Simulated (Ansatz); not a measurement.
The system is CoO.

```
Co O
1.0
     2.82845    0.00000    0.00000
    -1.41423    2.44951    0.00000
     0.00000    0.00000    2.72172
Co O
1 1
Direct
  0.00000 0.00000 0.50000
  0.66667 0.33333 0.00000
```

The cell was built by a generator and needn't be a form met in nature.

```yaml
Program: Ansatz 0.2.0
Task: relaxation of cell and atoms
Functional: HSEsol
Potentials_or_basis: Ansatz PAW
Cutoff: "420 eV (not typed: the program's choice for these potentials)"
k_mesh: 6 × 6 × 5
Occupations: fermi-dirac, width 0.05 eV
Spin: collinear spin, ferromagnetic start
Starting_moments: "[2.0, 0.0] μB"
```

At the start: volume 9.43 Å³/atom.

Where does the relaxation end?

It ends after 7 steps and the volume is 9.00 Å³/atom (-4.5 %); space group P-6m2 (No. 187, to 0.05 Å); moment 3.00 μB per cell.

The path:
| step | energy change (eV) | largest force (eV/Å) | volume (Å³) |
| --- | --- | --- | --- |
| 1 | 0.0000 | 0.0000 | 18.86 |
| 2 | -0.0238 | 0.0000 | 18.36 |
| 3 | -0.0306 | 0.0000 | 17.98 |
| 4 | -0.0305 | 0.0000 | 18.01 |
| 5 | -0.0262 | 0.0000 | 18.01 |
| 6 | -0.0263 | 0.0000 | 18.00 |
| 7 | -0.0263 | 0.0000 | 18.00 |

Final structure:
```
Co O
1.0
     2.78128    0.00000    0.00000
    -1.39064    2.40866    0.00000
     0.00000    0.00000    2.68679
Co O
1 1
Cartesian
  0.0000 0.0000 1.3434
  1.3906 0.8029 0.0000
```

Caveat: the k mesh is coarse (spacing up to 0.46 Å⁻¹), so the values aren't converged, least of all with exact exchange; the magnetic or orbital state may not be the lowest; the plane-wave basis is chosen anew once the cell has moved, so the energies of steps on either side of that aren't comparable; the pressure holds a Pulay correction of +0.9 GPa for the finite cutoff; a cell with one magnetic atom can't hold antiferromagnetic order, which such compounds often take; the PAW data sets come from PBE, with cores solved anew for the run's functional, which leaves a small shift of forces and pressure.
